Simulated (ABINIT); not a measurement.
The system is ZrC.

```xyz
2
Lattice="0.0000 2.3650 2.3650 2.3650 0.0000 2.3650 2.3650 2.3650 0.0000" Properties=species:S:1:pos:R:3 pbc="T T T"
Zr    2.3650    2.3650    2.3650
C     0.0000    0.0000    0.0000
```

Base run:

| Property | Result |
| --- | --- |
| Program | ABINIT 10.8.3 (patched build) |
| Functional | RPBE |
| Potentials or basis | JTH PAW PBE v2.0 |
| Cutoff | 517 eV |
| k mesh | 10 × 10 × 10 |
| Occupations | fermi-dirac, width 0.05 eV |
| Spin | spin-orbit coupling, no magnetisation |

Its results: band gap on the k mesh none (metal or under the smearing width); pressure 0.0 GPa.

Problem. The run is repeated on the same cell with these changes: functional from RPBE to BP86. What comes out?

Solution. Band gap on the k mesh none (metal or under the smearing width); pressure -2.2 GPa.

Caveats: the PAW data sets were made with another functional, which shifts forces and pressure a little.
